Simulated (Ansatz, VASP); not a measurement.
One calculation of Re, two programs

```
CELL_PARAMETERS angstrom
2.74419 0.00000 0.00000
-1.37209 2.37654 0.00000
0.00000 0.00000 27.20626
ATOMIC_POSITIONS crystal
Re 0.00000 0.00000 0.33568
Re 0.00000 0.00000 0.25242
```

Alike in both runs: functional PBE; k mesh 6 × 6 × 1; occupations gaussian, width 0.1 eV; no spin polarisation.

Ansatz relaxed the structure, and its values are those at the end. VASP's run is a single point on that final structure, the one shown.

```csv
,VASP,Ansatz
version,VASP 6.6.1,Ansatz 0.2.0
potentials or method,"VASP PAW PBE potentials, release 64 (Re)","scalar-relativistic, plane waves, PAW"
plane-wave cutoff (eV),520,420
valence electrons in the cell,14,30
```

|  | VASP | Ansatz | Ansatz less VASP |
| --- | --- | --- | --- |
| gap on the k mesh at the Fermi level (eV) | none | none | - |
| rms of the force components (eV/Å) | 0.275 | 0.001 | -0.2747 |

A gap of «none» marks a metal or a gap that the smearing closes. One of these differences is far larger than is usual between the two programs; its cause wasn't traced. The two sets of potentials don't hold the same shells in valence. Ansatz warned: «slab_cell_height_set».

Caveats: the k mesh is coarse (spacing up to 0.44 Å⁻¹), so the values aren't converged. Spin-orbit coupling is left out, which matters for the levels of Re.
